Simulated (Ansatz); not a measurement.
# P at a changed volume — field gradients at the nuclei

The cell is a COD entry, relaxed with PBE at fixed cell and then changed (volume scaled by 1.06, ions relaxed).

Space group P-1 (No. 2); a = 5.6109, b = 11.0976, c = 11.2400 Å, α = 94.68°, β = 99.83°, γ = 100.55°.

```csv
site,Wyckoff,site symmetry,x,y,z
P1,2i,1,0.0825,0.9944,0.6780
P3,2i,1,0.5842,0.1820,0.5434
P5,2i,1,0.1661,0.0497,0.1922
P7,2i,1,0.7691,0.3774,0.5569
P9,2i,1,0.6959,0.3030,0.0268
P11,2i,1,0.2348,0.0155,0.8748
P13,2i,1,0.5050,0.3201,0.6763
P15,2i,1,0.3704,0.3206,0.4803
P17,2i,1,0.0752,0.3663,0.1320
P19,2i,1,0.0075,0.1441,0.7996
P21,2i,1,0.8036,0.4869,0.1339
P23,2i,1,0.7638,0.3190,0.2274
```

One atom of each set is listed.

All values are calculated (Ansatz; DFT, PBE, plane waves and PAW, scalar-relativistic, 420 eV cutoff, Γ-centred 6×3×3 k-points, Fermi–Dirac smearing 0.02 eV), not measured.

Conventions: |V_zz| ≥ |V_yy| ≥ |V_xx|, η = (V_xx − V_yy)/V_zz, C_Q = eQV_zz/h.

| site | atoms | first shell | V_zz (10²¹ V/m²) | η | C_Q (MHz) |
| --- | --- | --- | --- | --- | --- |
| P1 | 2 | 3 P at 2.21 Å | 0.49 | 0.02 | – |
| P3 | 2 | 3 P at 2.21 Å | 0.45 | 0.13 | – |
| P5 | 2 | 3 P at 2.21 Å | 0.48 | 0.36 | – |
| P7 | 2 | 3 P at 2.21 Å | 0.49 | 0.45 | – |
| P9 | 2 | 3 P at 2.21 Å | 0.41 | 0.37 | – |
| P11 | 2 | 3 P at 2.21 Å | 0.45 | 0.38 | – |
| P13 | 2 | 3 P at 2.21 Å | 0.43 | 0.40 | – |
| P15 | 2 | 3 P at 2.21 Å | 0.39 | 0.22 | – |
| P17 | 2 | 3 P at 2.21 Å | 0.40 | 0.50 | – |
| P19 | 2 | 3 P at 2.21 Å | 0.50 | 0.53 | – |
| P21 | 2 | 3 P at 2.21 Å | 0.49 | 0.28 | – |
| P23 | 2 | 3 P at 2.21 Å | 0.50 | 0.35 | – |

The structure holds P–P bonds (2.21 Å). At P1, P3, P5, P7, P9 and P11 and others V_zz stands upright on the plane through its three neighbours (within 9°) in each case.

P has no stable isotope with a ground-state quadrupole moment in the table, so no C_Q is given.

The relaxation (5 steps) took 83 s of wall time (5.2 min of CPU time) and 2.4 GiB at its peak, on 4 threads of Intel Xeon 6975P-C (Granite Rapids) (x86_64; 16 cores open to the job, memory cap 8.0 GiB, no GPU), a shared host with a load of 0.4 a core.
